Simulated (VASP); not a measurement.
## ZnO: relaxation of cell and atoms with PBE

The system is ZnO.

```xyz
4
Lattice="3.2493 0.0000 0.0000 -1.6247 2.8140 0.0000 0.0000 0.0000 5.2057" Properties=species:S:1:pos:R:3 pbc="T T T"
Zn    0.0000    1.8760    2.6029
Zn    1.6247    0.9380    0.0000
O     1.6247    0.9380    1.9730
O     0.0000    1.8760    4.5759
```

```json
{
  "Program": "VASP 6.6.1",
  "Task": "relaxation of cell and atoms",
  "Functional": "PBE",
  "Potentials or basis": "VASP PAW PBE potentials, release 64 (Zn, O_h)",
  "Cutoff": "900 eV",
  "k mesh": "12 × 12 × 6",
  "Occupations": "gaussian, width 0.02 eV",
  "Spin": "no spin polarisation",
  "Further INCAR settings": "ALGO = Normal; EDIFF = 1e-07; IBRION = 2; EDIFFG = -0.002; NSW = 80; ISIF = 3"
}
```

```yaml
Relaxed_volume: 12.35 Å³/atom
Relaxed_cell: a = 3.283 Å, b = 3.283 Å, c = 5.295 Å, α = 90.00°, β = 90.00°, γ = 120.00°
Space_group_after_relaxing_to_0.05_Å: P6_3mc (No. 186)
Energy_gained_by_relaxing: 8.0 meV/atom
Ionic_steps: 15
Pressure_after_relaxing: 0.0 GPa
Band_gap_on_the_k_mesh: 0.73 eV, direct
```

The path:
```csv
step,energy change (eV),largest force (eV/Å),pressure (GPa),volume (Å³)
1,0.0000,0.0736,5.55,47.60
2,-0.0221,0.0278,-2.84,50.49
3,-0.0319,0.0010,-0.09,49.43
4,-0.0319,0.0022,0.04,49.40
5,-0.0320,0.0080,0.07,49.39
6,-0.0320,0.0112,0.12,49.38
7,-0.0320,0.0104,-0.06,49.44
8,-0.0320,0.0104,-0.05,49.43
9,-0.0320,0.0035,-0.04,49.43
10,-0.0320,0.0008,-0.03,49.43
11,-0.0320,0.0011,0.04,49.41
12,-0.0320,0.0007,0.02,49.41
13,-0.0320,0.0021,0.01,49.42
14,-0.0320,0.0021,0.01,49.42
15,-0.0320,0.0017,0.01,49.42
```

Final structure:
```
Zn O
1.0
     3.28272    0.00000    0.00000
    -1.64136    2.84292    0.00000
     0.00000    0.00000    5.29504
Zn O
2 2
Direct
  0.33333 0.66667 0.49987
  0.66667 0.33333 0.99987
  0.66667 0.33333 0.37914
  0.33333 0.66667 0.87914
```

Levels at points of the mesh, in eV from the valence-band top:
```csv
k point,band 15,band 16,band 17,band 18,band 19,band 20,band 21,band 22
"(0.00, 0.00, 0.00)",-0.75,-0.08,0.00,0.00,0.73,5.08,8.07,12.71
"(0.50, 0.00, 0.00)",-2.71,-2.14,-1.23,-0.79,5.62,6.82,7.53,8.25
"(0.00, 0.00, 0.50)",-0.37,-0.37,-0.37,-0.37,3.36,3.36,9.91,9.91
"(0.50, 0.00, 0.50)",-1.43,-1.43,-1.31,-1.31,5.64,5.64,8.21,8.21
```

Run time: 3 min on 4 MPI ranks on Intel(R) Xeon(R) 6975P-C (Granite Rapids) (shared host), peak memory 0.34 GiB a rank.

Caveat: the cutoff is under 1.25 times the usual one of these potentials, so pressure, stress and relaxed cells hold a basis-set (Pulay) error. PBE usually gives volumes a little too large and moduli too small.
